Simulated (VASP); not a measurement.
Input of a VASP 6.6.1 run:

INCAR

```
PREC     = Accurate       # precision mode
ENCUT    = 520            # plane-wave cutoff, eV
EDIFF    = 1E-6           # SCF threshold, eV
ISMEAR   = 0              # smearing method
SIGMA    = 0.02           # smearing width, eV
LREAL    = False          # projectors in reciprocal space
LASPH    = True           # aspherical terms in the spheres
NELM     = 100            # most SCF steps
ALGO     = Fast           # electronic algorithm
ISIF     = 2              # what is computed and relaxed
LWAVE    = False          # write WAVECAR
LCHARG   = False          # write CHGCAR
GGA      = PS             # functional
NBANDS   = 14             # bands
```

Contents of KPOINTS:

```
regular mesh
0
Gamma
  8 8 8
```

Contents of POSCAR:

```
MgSe
1.0
    0.0000000000      2.7255000000      2.7255000000
    2.7255000000      0.0000000000      2.7255000000
    2.7255000000      2.7255000000      0.0000000000
Se Mg
1 1
Cartesian
    2.7255000000      2.7255000000      2.7255000000
    0.0000000000      0.0000000000      0.0000000000
```

Potentials or basis: VASP PAW PBE potentials, release 64 (Se, Mg_pv).

Command:

```bash
$ cat potpaw_PBE.64/Se/POTCAR potpaw_PBE.64/Mg_pv/POTCAR > POTCAR
$ mpirun -np 1 vasp_std > vasp.out
```

Estimate the pressure.

0.0 GPa.

Estimate the band gap on the k mesh.

1.77 eV, indirect (least direct gap 2.50 eV).

Caveat: the PAW data sets were made with another functional, which shifts forces and pressure a little. A k mesh can miss the band edges.
